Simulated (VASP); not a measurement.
KI: relaxation of cell and atoms with RPBE+D3

Crystal: KI.

```xyz
2
Lattice="0.0000 3.5328 3.5328 3.5328 0.0000 3.5328 3.5328 3.5328 0.0000" Properties=species:S:1:pos:R:3 pbc="T T T"
I     3.5328    3.5328    3.5328
K     0.0000    0.0000    0.0000
```

| Property | Result |
| --- | --- |
| Program | VASP 6.6.1 |
| Task | relaxation of cell and atoms |
| Functional | RPBE |
| Dispersion | D3 |
| Potentials or basis | VASP PAW PBE potentials, release 64 (I, K_sv) |
| Cutoff | 600 eV |
| k mesh | 7 × 7 × 7 |
| Occupations | fermi-dirac, width 0.05 eV |
| Spin | no spin polarisation |
| Further INCAR settings | ALGO = Fast; EDIFF = 1e-06; IBRION = 2; EDIFFG = -0.01; NSW = 40; ISIF = 3 |

| Quantity | Value |
| --- | --- |
| Relaxed volume | 48.33 Å³/atom |
| Relaxed cell | a = 5.151 Å, b = 5.151 Å, c = 5.151 Å, α = 60.00°, β = 60.00°, γ = 60.00° |
| Space group after relaxing (to 0.05 Å) | Fm-3m (No. 225) |
| Energy gained by relaxing | 14.1 meV/atom |
| Ionic steps | 4 |
| Pressure after relaxing | 0.0 GPa |
| Band gap on the k mesh | 4.07 eV, direct |
| Dispersion energy per atom | -0.317 eV |

The path:
```
step  energy change (eV)  largest force (eV/Å)  pressure (GPa)  volume (Å³)
   1              0.0000                0.0000            1.16        88.18
   2             -0.0215                0.0000            0.53        92.32
   3             -0.0280                0.0000           -0.09        97.47
   4             -0.0283                0.0000            0.00        96.66
```

Final structure:
```
I K
1.0
     0.00000    3.64253    3.64253
     3.64253    0.00000    3.64253
     3.64253    3.64253    0.00000
I K
1 1
Direct
  0.50000 0.50000 0.50000
  0.00000 0.00000 0.00000
```

Levels at points of the mesh, in eV from the valence-band top:
```
           k point  band 4  band 5  band 6  band 7  band 8  band 9  band 10  band 11  band 12
(0.00, 0.00, 0.00)  -12.23  -10.33    0.00    0.00    0.00    4.07     6.69     6.69     6.69
```

Wall time 2 min on 1 thread of Intel(R) Xeon(R) Platinum 8488C (Sapphire Rapids), on a shared host, peak memory 0.27 GiB.

Caveat: the PAW data sets were made with another functional, which shifts forces and pressure a little; spin-orbit coupling is left out, which moves the levels of the heavy elements; an odd mesh through Γ misses points on the zone boundary, where band edges often lie. Zero-point motion and thermal expansion aren't in these numbers.
